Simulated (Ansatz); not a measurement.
Given:

Relaxed ZnTe (zinc blende):

```yaml
crystal:
  lattice:
    - [0.00000, 6.17910, 6.17910]
    - [3.08955, 0.00000, 3.08955]
    - [3.08955, 3.08955, 0.00000]
  atoms:
    - { symbol: Te, position: [0.37500, 0.75000, 0.75000] }
    - { symbol: Te, position: [0.87500, 0.75000, 0.75000] }
    - { symbol: Zn, position: [0.00000, 0.00000, 0.00000] }
    - { symbol: Zn, position: [0.50000, 0.00000, 0.00000] }
```

In this cell atom 1 (Te, nearest neighbour Zn at 2.676 Å; its periodic images, 4.4 Å or more away, move with it) is moved by s along Cartesian [110], unit vector (0.707, 0.707, 0.000); all other atoms and the cell stay fixed.

Computed with PBE (plane waves to 420 eV, PAW, scalar-relativistic; Ansatz, a program for electronic structure). k mesh 4×8×8 (Γ-centred), Fermi-Dirac smearing 0.05 eV. Energies are smeared free energies. Spin-orbit coupling is left out, though Te is heavy. ZnTe was relaxed with its symmetry unable to fall. The zero of ΔE is the undisplaced structure.

The scan covers s from -0.270 to 0.270 Å in 11 points.

Task: Is this a single well or a double well?

Result: A single well with its minimum at or next to zero displacement.

Task: Is the energy the same for equal positive and negative displacements?

Result: Even: the same for both signs. With its periodic images moving along, the atom's site symmetry in this cell is 3m.

Task: What is the force constant k = d²E/ds² of this move at s = 0?

Result: 4.99 eV/Å².

(A displaced cell: forces are minus the slopes of the energy, force constants its curvatures, and phonons follow from these.)
